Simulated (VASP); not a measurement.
Crystal: Se.

```
CELL_PARAMETERS angstrom
4.48074 0.00000 0.00000
-2.24037 3.88044 0.00000
0.00000 0.00000 5.56561
ATOMIC_POSITIONS crystal
Se 0.00000 0.00000 0.25000
Se 0.00000 0.00000 0.75000
Se 0.33333 0.66667 0.75000
Se 0.66667 0.33333 0.25000
```

The cell was built by a generator and needn't be a form met in nature.

| Item | Value |
| --- | --- |
| Program | VASP 6.6.1 |
| Task | relaxation of cell and atoms |
| Functional | PBEsol |
| Potentials or basis | VASP PAW PBE potentials, release 64 (Se) |
| Cutoff | 600 eV |
| k mesh | 6 × 6 × 4 |
| Occupations | gaussian, width 0.1 eV |
| Spin | no spin polarisation |

At the start: pressure 1.0 GPa; volume 24.19 Å³/atom.

Q: Where does the relaxation end?

A: Over 7 steps the energy falls by 28.6 meV/atom and the volume is 24.11 Å³/atom (-0.3 %); space group P6_3/mmc (No. 194, to 0.05 Å).

The path:
| step | energy change (eV) | largest force (eV/Å) | pressure (GPa) | volume (Å³) |
| --- | --- | --- | --- | --- |
| 1 | 0.0000 | 0.0000 | 1.02 | 96.77 |
| 2 | -0.0835 | 0.0000 | -0.97 | 98.87 |
| 3 | -0.0925 | 0.0000 | -1.72 | 99.75 |
| 4 | -0.1088 | 0.0000 | -0.18 | 96.54 |
| 5 | -0.1112 | 0.0000 | -0.58 | 97.32 |
| 6 | -0.1141 | 0.0000 | 0.16 | 96.20 |
| 7 | -0.1144 | 0.0000 | -0.01 | 96.45 |

Final structure:
```
Se
1.0
     4.59282    0.00000    0.00000
    -2.29641    3.97750    0.00000
     0.00000    0.00000    5.27982
Se
4
Direct
  0.00000 0.00000 0.25000
  0.00000 0.00000 0.75000
  0.33333 0.66667 0.75000
  0.66667 0.33333 0.25000
```

Caveat: the PAW data sets were made with another functional, which shifts forces and pressure a little.
